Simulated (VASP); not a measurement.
A run of VASP 6.6.1 is set up as follows.

Contents of INCAR:

```
SYSTEM = Pb
  ALGO = Normal
  EDIFF = 1E-6
  ENCUT = 520
  GGA = PS
  ISIF = 2
  ISMEAR = -1
  LASPH = .TRUE.
  LCHARG = .TRUE.
  LELF = .TRUE.
  LREAL = .FALSE.
  LVHAR = .TRUE.
  LWAVE = .FALSE.
  NBANDS = 21
  NELM = 100
  PREC = Accurate
  SIGMA = 0.15
```

KPOINTS

```
k-points
0
G
  7 7 7
  0 0 0
```

Contents of POSCAR:

```
Pb
1.0
    0.0000000000      3.4390000000      3.4390000000
    3.4390000000      0.0000000000      3.4390000000
    3.4390000000      3.4390000000      0.0000000000
Pb
2
Direct
    0.5000000000      0.5000000000      0.5000000000
    0.7500000000      0.7500000000      0.7500000000
```

Potentials or basis: VASP PAW PBE potentials, release 64 (Pb_d).

Run with:

```bash
$ cat potpaw_PBE.64/Pb_d/POTCAR > POTCAR
$ mpirun -np 1 vasp_std > vasp.out
```

Question: Estimate the pressure.

Answer: 0.4 GPa.

Question: Estimate the band gap on the k mesh.

Answer: None (metal or under the smearing width).

Caveat: the PAW data sets were made with another functional, which shifts forces and pressure a little. Spin-orbit coupling is left out, which matters for the levels of Pb.
